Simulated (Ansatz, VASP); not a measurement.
# CdSe in VASP and in Ansatz

Contents of INCAR:

```
PREC     = Accurate       # precision mode
ENCUT    = 520            # plane-wave cutoff, eV
EDIFF    = 1E-8           # SCF threshold, eV
ISMEAR   = 0              # smearing method
SIGMA    = 0.01           # smearing width, eV
LREAL    = F              # projectors in reciprocal space
LASPH    = T              # aspherical terms in the spheres
NELM     = 100            # most SCF steps
ALGO     = Fast           # electronic algorithm
ISIF     = 2              # what is computed and relaxed
LWAVE    = F              # write WAVECAR
LCHARG   = F              # write CHGCAR
GGA      = PE             # functional
LEFG     = T            
NBANDS   = 66             # bands
```

File KPOINTS:

```
Automatic mesh
0
Gamma
  3 3 3
```

POSCAR

```
CdSe
1.0
    6.5191280748      3.7638203488      0.0000000000
   -6.5191280748      3.7638203488      0.0000000000
    0.0000000000      0.0000000000      7.0898398800
Cd Se
6 6
Direct
    0.3333333333      0.0000000000      0.4999533600
    0.6666666667      0.6666666667      0.4999533600
    0.0000000000      0.3333333333      0.4999533600
    0.3333333333      0.3333333333      0.9999533600
    0.6666666667      0.0000000000      0.9999533600
    0.0000000000      0.6666666667      0.9999533600
    0.3333333333      0.0000000000      0.8759066400
    0.6666666667      0.6666666667      0.8759066400
    0.0000000000      0.3333333333      0.8759066400
    0.3333333333      0.3333333333      0.3759066400
    0.6666666667      0.0000000000      0.3759066400
    0.0000000000      0.6666666667      0.3759066400
```

Input for Ansatz:

```yaml
crystal:
  lattice:
    - [6.5191280748, 3.7638203488, 0.0]
    - [-6.5191280748, 3.7638203488, 0.0]
    - [0.0, 0.0, 7.08983988]
  atoms:
    - { symbol: Cd, position: [0.3333333333, 0.0, 0.49995336] }
    - { symbol: Cd, position: [0.6666666667, 0.6666666667, 0.49995336] }
    - { symbol: Cd, position: [0.0, 0.3333333333, 0.49995336] }
    - { symbol: Cd, position: [0.3333333333, 0.3333333333, 0.99995336] }
    - { symbol: Cd, position: [0.6666666667, 0.0, 0.99995336] }
    - { symbol: Cd, position: [0.0, 0.6666666667, 0.99995336] }
    - { symbol: Se, position: [0.3333333333, 0.0, 0.87590664] }
    - { symbol: Se, position: [0.6666666667, 0.6666666667, 0.87590664] }
    - { symbol: Se, position: [0.0, 0.3333333333, 0.87590664] }
    - { symbol: Se, position: [0.3333333333, 0.3333333333, 0.37590664] }
    - { symbol: Se, position: [0.6666666667, 0.0, 0.37590664] }
    - { symbol: Se, position: [0.0, 0.6666666667, 0.37590664] }
kpoints:
  mp_grid: { grid: [3, 3, 3] }
scf:
  occupations: { method: fixed }
hamiltonian:
  xc: pbe
  pseudopotentials: { kind: paw }
output:
  forces: true
  efg: { contact_densities: true }
  core_levels:
    shells: { Se: "3d", Cd: "3d" }
    counted_from: valence_top
    eps_inf: [7.124, 7.124, 7.397]
    add_spin: false
```

Alike in both runs: task electric field gradients; functional PBE; k mesh 3 × 3 × 3; no spin polarisation.

|  | VASP | Ansatz |
| --- | --- | --- |
| version | VASP 6.6.1 | Ansatz 0.2.0 |
| potentials or method | VASP PAW PBE potentials, release 64 (Cd, Se) | plane-wave PAW, scalar-relativistic |
| plane-wave cutoff (eV) | 520 | 420 |
| occupations | gaussian, width 0.01 eV | fixed |
| valence electrons in the cell | 108 | 216 |

|  | VASP | Ansatz | Ansatz less VASP |
| --- | --- | --- | --- |
| gap on the k mesh at the Fermi level (eV) | 0.60 | 0.60 | +0.001 |
| rms of the force components (eV/Å) | 0.004 | 0.003 | -0.0004 |
| Vzz of the field gradient on the site that differs most (V/Å²) | 2.9 | 2.6 | -0.34 |

Atom by atom the forces differ by 0.000 eV/Å (rms over components). The two sets of potentials don't hold the same shells in valence. Ansatz warned: «gradients_without_spin_orbit».

PBE gaps usually lie below the measured ones, often by a third to a half.
